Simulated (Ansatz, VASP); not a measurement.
# InSe: VASP beside Ansatz

INCAR

```
PREC = Accurate
ENCUT = 520
EDIFF = 1E-7
ISMEAR = 0
SIGMA = 0.1
LREAL = F
LASPH = T
NELM = 100
ALGO = Normal
ISIF = 2
LWAVE = F
LCHARG = T
GGA = PE
LELF = T
LVHAR = T
NBANDS = 48
```

File KPOINTS:

```
regular mesh
0
Gamma
  6 6 1
```

POSCAR

```
InSe
1.0
    4.0862767286      0.0000000000      0.0000000000
   -2.0431383643      3.5388194539      0.0000000000
    0.0000000000      0.0000000000     18.7098153950
In Se
4 4
Direct
    0.3333333333      0.6666666667      0.1745454412
    0.6666666667      0.3333333333      0.6745454412
    0.3333333333      0.6666666667      0.3254545588
    0.6666666667      0.3333333333      0.8254545588
    0.3333333333      0.6666666667      0.6065305082
    0.6666666667      0.3333333333      0.1065305082
    0.3333333333      0.6666666667      0.8934694918
    0.6666666667      0.3333333333      0.3934694918
```

Input for Ansatz:

```yaml
crystal:
  lattice:
    - [4.086276634, 0.0, 0.0]
    - [-2.043138317, 3.538819372, 0.0]
    - [0.0, 0.0, 18.7098134137]
  atoms:
    - { symbol: In, position: [0.3333333333, 0.6666666667, 0.174545433] }
    - { symbol: In, position: [0.6666666667, 0.3333333333, 0.674545433] }
    - { symbol: In, position: [0.3333333333, 0.6666666667, 0.325454567] }
    - { symbol: In, position: [0.6666666667, 0.3333333333, 0.825454567] }
    - { symbol: Se, position: [0.3333333333, 0.6666666667, 0.6065304898] }
    - { symbol: Se, position: [0.6666666667, 0.3333333333, 0.1065304898] }
    - { symbol: Se, position: [0.3333333333, 0.6666666667, 0.8934695102] }
    - { symbol: Se, position: [0.6666666667, 0.3333333333, 0.3934695102] }
basis:
  ecutwfc: 420
kpoints:
  mp_grid: { grid: [6, 6, 1] }
hamiltonian:
  xc: pbe
scf:
  occupations: { method: gaussian, width: 0.1 }
  lower_state_search: "off"
output:
  forces: true
  stress: true
  eigenvalues: true
```

Alike in both runs: task single point; functional PBE; k mesh 6 × 6 × 1; occupations gaussian, width 0.1 eV; no spin polarisation.

|  | VASP | Ansatz |
| --- | --- | --- |
| version | VASP 6.6.1 | Ansatz 0.2.0 |
| potentials or method | VASP PAW PBE potentials, release 64 (In_d, Se) | scalar-relativistic, plane waves, PAW |
| plane-wave cutoff (eV) | 520 | 420 |
| valence electrons in the cell | 76 | 116 |

Ansatz gave:

- gap on the k mesh at the Fermi level (eV): 0.80
- least direct gap on the mesh (eV): 0.80
- pressure (GPa): 0.1
- rms of the force components (eV/Å): 0.001

Task: Estimate VASP's values.

Result: gap on the k mesh at the Fermi level (eV): 0.78; least direct gap on the mesh (eV): 0.78; pressure (GPa): 0.1; rms of the force components (eV/Å): 0.009.

Atom by atom the forces differ by 0.008 eV/Å (rms over components). The two sets of potentials don't hold the same shells in valence.

Caveats: spin-orbit coupling is left out, which moves the levels of the heavy elements; this functional lacks dispersion, which binds the layers, so the pressure and a relaxed spacing across them are unreliable.
